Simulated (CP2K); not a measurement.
The system is MoSe2.

```xyz
6
Lattice="3.2880 0.0000 0.0000 -1.6440 2.8475 0.0000 0.0000 0.0000 12.9000" Properties=species:S:1:pos:R:3 pbc="T T T"
Mo    1.6440    0.9492    9.6750
Mo    0.0000    1.8983    3.2250
Se    1.6440    0.9492    4.8375
Se    0.0000    1.8983   11.2875
Se    1.6440    0.9492    1.6125
Se    0.0000    1.8983    8.0625
```

| Quantity | Value |
| --- | --- |
| Program | CP2K 2026.2 |
| Task | relaxation of cell and atoms |
| Functional | PBEsol |
| Potentials or basis | POTENTIAL_UZH Mo GTH-PBE-q14, Se GTH-PBE-q6; TZVP-MOLOPT-PBE-GTH basis |
| Density cutoff | 6123 eV |
| k mesh | 7 × 7 × 2 |
| Occupations | fermi-dirac, width 0.05 eV |
| Spin | no spin polarisation |

At the start: pressure 4.3 GPa; volume 20.13 Å³/atom.

Task: How do energy, volume and symmetry change on relaxing?

Result: Over 17 steps the energy falls by 15.1 meV/atom and the volume is 20.76 Å³/atom (+3.1 %); space group P6_3/mmc (No. 194, to 0.05 Å).

Step by step:
| step | energy change (eV) | largest force (eV/Å) | volume (Å³) |
| --- | --- | --- | --- |
| 1 | 0.0000 | 0.8637 | 121.56 |
| 2 | -0.0714 | 0.1631 | 123.16 |
| 3 | -0.0743 | 0.0832 | 123.13 |
| 4 | -0.0788 | 0.0238 | 122.71 |
| 5 | -0.0816 | 0.0592 | 122.07 |
| 6 | -0.0826 | 0.0337 | 121.64 |
| 7 | -0.0827 | 0.0113 | 121.57 |
| 8 | -0.0827 | 0.0027 | 121.58 |
| 9 | -0.0828 | 0.0123 | 121.61 |
| 10 | -0.0831 | 0.0339 | 121.68 |
| 11 | -0.0837 | 0.0656 | 121.89 |
| 12 | -0.0850 | 0.1009 | 122.34 |
| 13 | -0.0870 | 0.1174 | 123.15 |
| 14 | -0.0891 | 0.0858 | 124.13 |
| 15 | -0.0899 | 0.0311 | 124.60 |
| 16 | -0.0900 | 0.0057 | 124.55 |
| 17 | -0.0903 | 0.0057 | 124.55 |

Final structure:
```
Mo Se
1.0
     3.29178    0.00000    0.00000
    -1.64589    2.85076    0.00000
     0.00000    0.00000   13.27216
Mo Se
2 4
Direct
  0.66667 0.33333 0.75000
  0.33333 0.66666 0.25000
  0.66666 0.33333 0.37640
  0.33333 0.66667 0.87640
  0.66666 0.33333 0.12359
  0.33333 0.66667 0.62360
```

Caveat: the printed path begins after the first move; the potentials were made for another functional, which shifts forces and pressure; this functional lacks dispersion, which binds the layers, so the pressure and a relaxed spacing across them are unreliable; the basis of atomic orbitals isn't converged, which shifts pressures, moduli and gaps.
